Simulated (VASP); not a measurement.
Runs of VASP 6.6.1 on TiO2. Symmetry: P4_2/mnm, No. 136, tetragonal system. Conventional cell: a = 4.600 Å, b = 4.600 Å, c = 2.959 Å, α = 90.00°, β = 90.00°, γ = 90.00°. Ti (site symmetry mmm) is surrounded by 6 O at 1.95 to 1.98 Å. O (site symmetry m2m) is surrounded by 3 Ti at 1.95 to 1.98 Å. The cell is a database's computed one.

```csv
task,level,cell,cutoff (eV),smearing,gap on the mesh (eV),pressure (GPa),relaxed volume (Å³/atom),largest force (eV/Å)
relaxation of cell and atoms,PBE+TS,relaxed,600,fermi-dirac 0.05 eV,1.84,0.0,10.47,-
relaxation of cell and atoms,PBE+rVV10,relaxed,600,fermi-dirac 0.05 eV,1.81,0.0,10.57,0.01
relaxation of cell and atoms,PBEsol+D3,relaxed,600,fermi-dirac 0.05 eV,1.84,0.1,(b),-
single point,PBE,as given,520,gaussian 0.014 eV,1.84,4.9,-,0.02
relaxation of cell and atoms,PBEsol+D3(BJ),relaxed,600,fermi-dirac 0.05 eV,1.84,0.1,(a),-
```

Alike in all rows: potentials or basis VASP PAW PBE potentials, release 64 (Ti_sv, O); no spin polarisation; k mesh 6 × 6 × 9.

**Question.** Estimate the missing entries.

**Answer.** (a) 10.19; (b) 10.24.

Caveats: an odd mesh through Γ misses points on the zone boundary, where band edges often lie; the PAW data sets were made with another functional, which shifts forces and pressure a little (some runs).
